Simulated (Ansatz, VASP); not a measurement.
# SiGe: VASP beside Ansatz

Wanted: the spread between two codes on one cell, functional and k mesh. The cell is generated by rule, not measured, and may not be a known phase. The cell is taken from a series of runs on this material, whose earlier steps may have relaxed, scaled, displaced or heated it; both programs get it as it stands.

Program: Ansatz 0.2.0. Level of theory: plane waves, with VASP 6.6.1 beside it; single point at PBE. Results are calculated unless marked as measured.

The structure was built from a prototype and need not be the compound's stable phase.

## Step 1: The structure

The structure is orthorhombic, space group Pmma (No. 51). Conventional cell: a = 3.921 Å, b = 3.921 Å, c = 11.090 Å, α = 90.00°, β = 90.00°, γ = 90.00°. Nearest to Ge lie 2 Ge at 2.40 Å and 2 Si at 2.40 Å. Ge has 4 Ge at 2.40 Å nearest. Si has 2 Si at 2.40 Å and 2 Ge at 2.40 Å nearest. Si has 4 Si at 2.40 Å nearest. Farther neighbours are not listed.

As a file:

```
Ge Si
1.0
     2.77250    2.77250    0.00000
    -2.77250    2.77250    0.00000
     0.00000    0.00000   11.09000
Ge Si
4 4
Cartesian
  0.0000 0.0000 5.5450
  1.3862 1.3862 6.9313
  0.0000 2.7725 8.3175
  -1.3862 1.3862 9.7037
  0.0000 0.0000 0.0000
  1.3862 1.3862 1.3862
  0.0000 2.7725 2.7725
  -1.3862 1.3862 4.1587
```

## Step 2: VASP: single point, PBE

With cell and atoms fixed, the geometry can't cause a difference; cores, projectors, grids and the points listed under the comparison can.

Lines of VASP's logs that name or quote its potential files are left out, and so is its time.

Input file INCAR:

```
SYSTEM = SiGe
PREC = Accurate
ENCUT = 500
EDIFF = 1E-06
NELM = 120
ISMEAR = 0
SIGMA = 0.1
LREAL = .FALSE.
ALGO = Normal
GGA = PE
NBANDS = 44
LORBIT = 11
LWAVE = .FALSE.
LCHARG = .FALSE.
ISIF = 2
LASPH = .TRUE.
GGA_COMPAT = .FALSE.
EFERMI = MIDGAP
KPAR = 2
```

Input file POSCAR:

```
SiGe
1.0
    2.7725000000      2.7725000000      0.0000000000
   -2.7725000000      2.7725000000      0.0000000000
    0.0000000000      0.0000000000     11.0900000000
Ge Si
4 4
Direct
    0.0000000000      0.0000000000      0.5000000000
    0.5000000000      0.0000000000      0.6250000000
    0.5000000000      0.5000000000      0.7500000000
    0.0000000000      0.5000000000      0.8750000000
    0.0000000000      0.0000000000      0.0000000000
    0.5000000000      0.0000000000      0.1250000000
    0.5000000000      0.5000000000      0.2500000000
    0.0000000000      0.5000000000      0.3750000000
```

Input file KPOINTS:

```
Automatic mesh
0
Gamma
6 6 2
0 0 0
```

Potentials, in the order of the species: Ge_d and Si (PBE family, release 64).

Launch:

```console
$ mpirun -np 2 vasp_std
```

Numbers of over 12 decimals in the logs are rounded to 6 here.

Output:

```text
[banner, memory and clock lines left out]
running    2 mpi-ranks, on    1 nodes
 distrk:  each k-point on    1 cores,    2 groups
 distr:  one band on    1 cores,    1 groups

 POSCAR found type information on POSCAR GeSi
 POSCAR found :  2 types and       8 ions
 LDA part: xc-table for (Slater+PW92), standard interpolation
 POSCAR, INCAR and KPOINTS ok, starting setup
 FFT: planning ... GRIDC
 FFT: planning ... GRID_SOFT
 FFT: planning ... GRID
 WAVECAR not read
 entering main loop
       N       E                     dE             d eps       ncg     rms          rms(c)
DAV:   1     0.718781230330E+03    0.71878E+03   -0.33098E+04  3416   0.346E+03
DAV:   2     0.950709408128E+02   -0.62371E+03   -0.60608E+03  2816   0.899E+02
DAV:   3    -0.317188959729E+02   -0.12679E+03   -0.12371E+03  3164   0.213E+02
DAV:   4    -0.397690494904E+02   -0.80502E+01   -0.80078E+01  3436   0.629E+01
DAV:   5    -0.399638353725E+02   -0.19479E+00   -0.19448E+00  3328   0.107E+01    0.809E+00
DAV:   6    -0.396135113703E+02    0.35032E+00   -0.23030E-01  3744   0.284E+00    0.482E+00
DAV:   7    -0.394440986689E+02    0.16941E+00   -0.38082E-01  3192   0.316E+00    0.326E-01
DAV:   8    -0.394493353701E+02   -0.52367E-02   -0.36153E-02  3684   0.272E+00    0.227E-01
DAV:   9    -0.394510695885E+02   -0.17342E-02   -0.48564E-03  3284   0.113E+00    0.109E-01
DAV:  10    -0.394515105195E+02   -0.44093E-03   -0.55220E-04  3588   0.451E-01    0.585E-02
DAV:  11    -0.394516962868E+02   -0.18577E-03   -0.27914E-04  3116   0.203E-01    0.860E-03
DAV:  12    -0.394517075735E+02   -0.11287E-04   -0.36811E-05  3492   0.793E-02    0.499E-03
DAV:  13    -0.394517100923E+02   -0.25188E-05   -0.62906E-06  3308   0.759E-02    0.206E-03
DAV:  14    -0.394517107994E+02   -0.70711E-06   -0.17554E-06  1920   0.300E-02
   1 F= -.39451711E+02 E0= -.39451709E+02  d E =-.284601E-05
```

Parts of OUTCAR (step 2):

```text
ion  position               nearest neighbor table
   1  0.000  0.000  0.500-   2 2.40   8 2.40   8 2.40   2 2.40
   2  0.500  0.000  0.625-   1 2.40   3 2.40   3 2.40   1 2.40
   3  0.500  0.500  0.750-   2 2.40   4 2.40   2 2.40   4 2.40
   4  0.000  0.500  0.875-   3 2.40   5 2.40   5 2.40   3 2.40
   5  0.000  0.000  0.000-   4 2.40   6 2.40   4 2.40   6 2.40
   6  0.500  0.000  0.125-   5 2.40   7 2.40   7 2.40   5 2.40
   7  0.500  0.500  0.250-   6 2.40   8 2.40   6 2.40   8 2.40
   8  0.000  0.500  0.375-   1 2.40   7 2.40   1 2.40   7 2.40

  LATTYP: Found a simple tetragonal cell.
 ALAT       =     3.9209071017
 C/A-ratio  =     2.8284271247

 Subroutine GETGRP returns: Found  8 space group operations
 (whereof  4 operations were pure point group operations)

The static configuration has the point symmetry C_2v.
 The point group associated with its full space group is D_2h.

 Found     32 irreducible k-points:

   k-points           NKPTS =     32   k-points in BZ     NKDIM =     32   number of bands    NBANDS=     44

   dimension x,y,z NGX =    30 NGY =   30 NGZ =   84
   dimension x,y,z NGXF=    60 NGYF=   60 NGZF=  168

   ENCUT  =  500.0 eV  36.75 Ry    6.06 a.u.   7.15  7.15 20.22*2*pi/ulx,y,z

   NELECT =      72.0000    total number of electrons

 k-points in reciprocal lattice and weights: Automatic mesh
   0.00000000  0.00000000  0.00000000       0.014
   0.16666667  0.00000000  0.00000000       0.028
   0.00000000  0.16666667  0.00000000       0.028
   0.33333333  0.00000000  0.00000000       0.028
   0.00000000  0.33333333  0.00000000       0.028
   0.50000000  0.00000000  0.00000000       0.014
   0.00000000  0.50000000  0.00000000       0.014
   0.16666667  0.16666667  0.00000000       0.056
   0.33333333  0.16666667  0.00000000       0.056
[...]
-0.33333333  0.50000000  0.50000000       0.028
   0.50000000  0.50000000  0.50000000       0.014

 average (electrostatic) potential at core
       1 -73.6712       2 -73.7573       3 -73.7573       4 -73.6712       5 -84.0662
       6 -83.9807       7 -83.9807       8 -84.0662

 E-fermi :   5.6770

 k-point     1 :       0.0000    0.0000    0.0000
  band No.  band energies     occupation
    ...
     32       3.4236      2.00000
     33       3.4245      2.00000
     34       5.3984      1.99992
     35       5.4070      1.99987
     36       5.4093      1.99985
     37       6.0775      0.00000
     38       6.1338      0.00000
     39       6.4488      0.00000
     40       6.5495      0.00000
     41       6.9995      0.00000
    ...

 k-point     2 :       0.1667    0.0000    0.0000
  band No.  band energies     occupation
    ...
     32       3.5278      2.00000
     33       3.5579      2.00000
     34       3.5633      2.00000
     35       4.4982      2.00000
     36       5.2657      2.00000
     37       6.3409      0.00000
     38       7.2492      0.00000
     39       7.2768      0.00000
     40       7.6216      0.00000
     41       7.9645      0.00000
    ...

 k-point     3 :       0.0000    0.1667    0.0000
  band No.  band energies     occupation
    ...
     32       3.5576      2.00000
     33       3.5648      2.00000
     34       3.5692      2.00000
     35       4.4954      2.00000
     36       5.2647      2.00000
     37       6.3169      0.00000
     38       7.2475      0.00000
     39       7.3318      0.00000
     40       7.6292      0.00000
     41       7.9251      0.00000
    ...

  Total        2.7661807      2.7661807      2.4286508      0.0845114      0.0000000      0.0000000
  in kB       25.9948000     25.9948000     22.8229097      0.7941845      0.0000000      0.0000000
  external PRESSURE =      24.9375032 kB  Pullay stress =       0.0000000 kB

  energy-cutoff  :      500.00
  volume of cell :      170.49
      direct lattice vectors                 reciprocal lattice vectors
     2.772500000  2.772500000  0.000000000     0.180342651  0.180342651  0.000000000
    -2.772500000  2.772500000  0.000000000    -0.180342651  0.180342651  0.000000000
     0.000000000  0.000000000 11.090000000     0.000000000  0.000000000  0.090171326

 POSITION                                       TOTAL-FORCE (eV/Angst)
 -----------------------------------------------------------------------------------
      0.00000      0.00000      5.54500        -0.000000     -0.000000     -0.595516
      1.38625      1.38625      6.93125         0.000000     -0.000000     -0.007895
      0.00000      2.77250      8.31750        -0.000000      0.000000      0.007895
     -1.38625      1.38625      9.70375         0.000000      0.000000      0.595516
      0.00000      0.00000      0.00000         0.000000     -0.000000      0.529491
      1.38625      1.38625      1.38625         0.000000     -0.000000      0.002761
      0.00000      2.77250      2.77250        -0.000000     -0.000000     -0.002761
     -1.38625      1.38625      4.15875         0.000000      0.000000     -0.529491
 -----------------------------------------------------------------------------------
    total drift:                               -0.000000      0.000000      0.000000

  FREE ENERGIE OF THE ION-ELECTRON SYSTEM (eV)
  ---------------------------------------------------
  free  energy   TOTEN  =       -39.4517107994 eV

  energy  without entropy=      -39.4517079534  energy(sigma->0) =      -39.45170938

 total charge
# of ion       s       p       d       tot
------------------------------------------
    1        1.116   1.338  10.031  12.485
    2        1.122   1.332  10.034  12.488
    3        1.122   1.332  10.034  12.488
    4        1.116   1.338  10.031  12.485
    5        0.756   0.899   0.000   1.655
    6        0.751   0.902   0.000   1.653
    7        0.751   0.902   0.000   1.653
    8        0.756   0.899   0.000   1.655
--------------------------------------------------
tot          7.490   8.942  40.130  56.562

[... 3 further parts left out ...]
```

The run ends at a pressure of 2.49 GPa, with forces up to 0.60 eV/Å.

## Step 3: Ansatz: single point, PBE

Ansatz runs on its default PAW (the set named soft_2) files.

The same cell, functional, mesh and smearing now go to Ansatz, which takes its cutoff from its data sets.

Input file input.yaml:

```yaml
crystal:
  lattice:
    - [2.7725, 2.7725, 0.0]
    - [-2.7725, 2.7725, 0.0]
    - [0.0, 0.0, 11.09]
  atoms:
    - { symbol: Ge, position: [0.0, 0.0, 0.5] }
    - { symbol: Ge, position: [0.5, 0.0, 0.625] }
    - { symbol: Ge, position: [0.5, 0.5, 0.75] }
    - { symbol: Ge, position: [0.0, 0.5, 0.875] }
    - { symbol: Si, position: [0.0, 0.0, 0.0] }
    - { symbol: Si, position: [0.5, 0.0, 0.125] }
    - { symbol: Si, position: [0.5, 0.5, 0.25] }
    - { symbol: Si, position: [0.0, 0.5, 0.375] }
kpoints:
  mp_grid: { grid: [6, 6, 2] }
hamiltonian:
  xc: pbe
scf:
  occupations: { method: gaussian, width: 0.1 }
output:
  forces: true
  stress: true
  eigenvalues: true
```

Launch:

```console
$ ansatz run input.yaml --threads 8 --pin off --max-ram 14336MiB --backend cpu --events-out ev --progress --plain --runs-dir out
```

Output:

```text
Engine: ansatz 0.2.0, x86_64-unknown-linux-gnu
Pseudopotentials: kind: paw
Pseudopotential: Ge, paw, valence charge 14, recommended cutoff 420 eV (normal), Ge.paw.azcp
Pseudopotential: Si, paw, valence charge 4, recommended cutoff 420 eV (normal), Si.paw.azcp
Functional definition: PBE
  parameter kappa = 0.804
  parameter beta = 0.066725
  exchange = pbe_x(kappa = kappa, mu = beta*pi^2/3)
  correlation = pbe_c(beta = beta)
Crystal: 8 atoms, lattice volume = 170.492 Å³
Basis set: ecut = 420 eV, 3341 PW (Γ), exchange–correlation on 54×54×150 points (8 copies of the dense FFT grid, shifted against one another)
Bands: 44, of which v1, the nominal top of the filled ones, is band 36 counted from 1 (35 counted from 0)
Symmetry: 8 space group operations
Space group: Pmma (ITA 51), of the structure as read, at distance tolerance 5.5e-5 Å
k-points: 32 of 72
Non-local potential: Ge, projectors of the file, l = 0: 2, l = 1: 2, l = 2: 3, l = 3: 1
Non-local potential: Si, projectors of the file, l = 0: 2, l = 1: 2, l = 2: 2
PAW form: soft (Blöchl's): semilocal exchange-correlation on the pseudo side does not see the compensation charge
PAW one-centre angular grid: Ge, 590 points (default); XC on 64 Gauss nodes
PAW one-centre angular grid: Si, 110 points (default); XC on 64 Gauss nodes
Initial density: superposition of atomic densities (neutral atoms: chi_scale 0, normalization atom), corrected by the library's trained network
Initial wavefunctions: pseudopotential atomic-orbital guess
Functional: x = pbe(κ = 0.804, μ = 0.219515), c = pbe(β = 0.066725)
SCF iter   1: F=—  HF=-19722.857211 eV  |F-HF|=—  |Δ(HF+E_count)|=         —  Δρ=1.44e-3  dr2=2.32e-2  ethr=1.77e-3  ⟨swp⟩=6.3  Hψ=5558  notcnv=0
preconditioner: auto → Resta (q_TF=auto, 2.363 Å⁻¹)  ε∞=5.0  [insulator: Δε(μ)=0.528 eV  Ē_g=8.085 eV  σ=0.100 eV  W_gap=1.00  n_scr=48 (ndim 8)  ℏωp=16.1 eV  f_vac=0.004  D(μ)=0.00/eV (n_scr^D=0)  ε∞_Penn≈5.0]
SCF iter   2: F=—  HF=-19722.853163 eV  |F-HF|=—  |Δ(HF+E_count)|=   4.05e-3  Δρ=8.40e-4  dr2=9.70e-4  ethr=3.22e-5  ⟨swp⟩=2.6  Hψ=2728  notcnv=0  defer=1
SCF iter   3: F=—  HF=-19722.852972 eV  |F-HF|=—  |Δ(HF+E_count)|=   1.90e-4  Δρ=4.01e-4  dr2=2.86e-4  ethr=1.35e-6  ⟨swp⟩=2.1  Hψ=2264  notcnv=0  defer=1
SCF iter   4: F=—  HF=-19722.853053 eV  |F-HF|=—  |Δ(HF+E_count)|=   8.07e-5  Δρ=1.77e-4  dr2=6.26e-5  ethr=3.97e-7  ⟨swp⟩=2.0  Hψ=1511  notcnv=0  defer=1
SCF iter   5: F=—  HF=-19722.853090 eV  |F-HF|=—  |Δ(HF+E_count)|=   3.69e-5  Δρ=3.33e-5  dr2=2.44e-6  ethr=8.69e-8  ⟨swp⟩=2.0  Hψ=1822  notcnv=0  defer=1
SCF iter   6: F=—  HF=-19722.853094 eV  |F-HF|=—  |Δ(HF+E_count)|=   3.75e-6  Δρ=8.78e-6  dr2=1.46e-7  ethr=3.39e-9  ⟨swp⟩=2.0  Hψ=2463  notcnv=0  defer=1
SCF iter   7: F=-19722.853094 eV  HF=-19722.853094 eV  |F-HF|=4.20e-8  |Δ(HF+E_count)|=   6.21e-8  Δρ=3.54e-6  dr2=1.72e-8  ethr=1.39e-10  ⟨swp⟩=8.9  Hψ=6023  notcnv=0
SCF 1 converged in 7 iterations: F = -19722.853094 eV  dr2 = 1.72e-8
  greatest PAW one-centre occupation: 0.998 electrons in one spin orbital (limit 2), on the Ge atom at site 2 (counted from 0), in its partial waves of l = 2
SCF converged after 7 iterations
Free energy (F): -19722.853094 eV
Harris-Foulkes:  -19722.853094 eV  (|F-HF|=4.20e-8)
Internal energy: -19722.853091 eV  (E = F + TS)
E sigma→0 (E₀):  -19722.853092 eV
Entropy (-TS):   -0.000003 eV (-0.000 meV/atom)
Fermi energy:    7.767230 eV
--- Per-component energies (eV) ---
  E_band       = -610.280529
  E_kinetic    = 607.799284
  E_local      = -14515.027679  (includes V_loc(G=0)·N_el)
  E_nonlocal   = 1779.254220
  E_hartree    = 6614.024693
  E_xc         = -523.342179
  E_vxc        = -445.923359  (∫ρ·V_xc dr)
  E_paw        = -10131.907091  (= ΣΔE_a)
  E_vpaw       = -1264.425290  (= ΣTr[D̂ρ^β])
  E_aug_tail   = 0.001389  (compensation charges beyond the density's cutoff)
  E_ewald      = -3553.655728
  E_smearing   = -0.000003  (= −TS)
  E_closure    = -0.000000  (closes the sum)
  Σ components = -19722.853094   (vs F -19722.853094, Δ=0.00e0)
--- Forces (eV/Å), atoms counted from 1 ---
  atom   1  Ge    -0.00000000     0.00000000    -0.59089484
  atom   2  Ge     0.00000000     0.00000000    -0.00820088
  atom   3  Ge     0.00000000    -0.00000000     0.00820088
  atom   4  Ge    -0.00000000     0.00000000     0.59089484
  atom   5  Si     0.00000000     0.00000000     0.53074187
  atom   6  Si     0.00000000     0.00000000     0.00234849
  atom   7  Si    -0.00000000     0.00000000    -0.00234849
  atom   8  Si     0.00000000     0.00000000    -0.53074187
  max |Σ_I F_I| component: 1.62e-27 eV/Å
--- Stress (GPa, compression-positive) ---
        2.753159       0.071257       0.000000
        0.071257       2.753159       0.000000
        0.000000       0.000000       2.437890
  P = ⅓ Tr σ = 2.6481 GPa (26.481 kbar)
--- Band table (eV; the first three rows and the last of 32) ---
  k-point 0: bands = [... 32 lower, 5.5152, 7.4902, 7.4989, 7.5008, 8.1665, 8.2222, 8.5368, 8.6370, ... 4 higher]
  k-point 1: bands = [... 32 lower, 6.5371, 6.5511, 6.7385, 6.7529, 8.0175, 8.1345, 9.0429, 9.0869, ... 4 higher]
  k-point 2: bands = [... 32 lower, 5.6555, 5.6592, 6.5863, 7.3565, 8.4057, 9.3358, 9.4193, 9.7154, ... 4 higher]
  k-point 31: bands = [... 32 lower, 4.0072, 4.0072, 4.0427, 4.0427, 9.2239, 9.2239, 9.3628, 9.3628, ... 4 higher]
```

In the SCF lines HF is the Harris–Foulkes energy and dr2 the Hartree energy of the density residual, in eV; the loop may stop once dr2 is under the threshold and the program's other checks hold. Hψ counts applications of the Hamiltonian.

The run ends at a pressure of 2.65 GPa, with forces up to 0.59 eV/Å.

## Step 4: Comparison

Known differences besides the potentials themselves: the cutoff is 420 eV in Ansatz and 500 eV in VASP. Total energies have different zeros and are not compared.

The two programs side by side:

```tsv
quantity	Ansatz	VASP	difference
pressure (GPa)	2.65	2.49	+0.15
gap on the k mesh (eV)	0.517	0.520	-0.003
```

Forces (eV/Å; atoms numbered as in POSCAR):

```tsv
atom	Ansatz x, y, z	VASP x, y, z
Ge1	0.000, 0.000, -0.591	0.000, 0.000, -0.596
Ge2	0.000, 0.000, -0.008	0.000, 0.000, -0.008
Ge3	0.000, 0.000, 0.008	0.000, 0.000, 0.008
Ge4	0.000, 0.000, 0.591	0.000, 0.000, 0.596
Si5	0.000, 0.000, 0.531	0.000, 0.000, 0.529
Si6	0.000, 0.000, 0.002	0.000, 0.000, 0.003
Si7	0.000, 0.000, -0.002	0.000, 0.000, -0.003
Si8	0.000, 0.000, -0.531	0.000, 0.000, -0.529
```

The forces differ by 1.4 meV/Å r.m.s., which is 0.6 % of the r.m.s. force of 0.230 eV/Å (both taken over all components). A gap on the mesh is an upper bound, since the band edges may lie between its points.

## Step 5: Results

```yaml
r_m_s_force_difference_single_point_pbe: 0.60 % of the r.m.s. force
```

What this shows: The r.m.s. force difference is 0.60 % of the r.m.s. force (single point, PBE), within the 3 % picked in this series as the mark of a large difference. How closely two codes agree says nothing of how well the functional describes the real material.

[Lines on the potential files, build, host, timing and source positions are cut from VASP's logs without a mark.]

[Logs are printed without paths, hosts, clocks, repeated set-up lines and the standing remarks that a program may print on its own settings, such as how far it seeks lower states.]

[Hosts, paths, dates, database ids (printed as entryN), source tags and the programs' standing remarks are cut or masked in the printed files.]
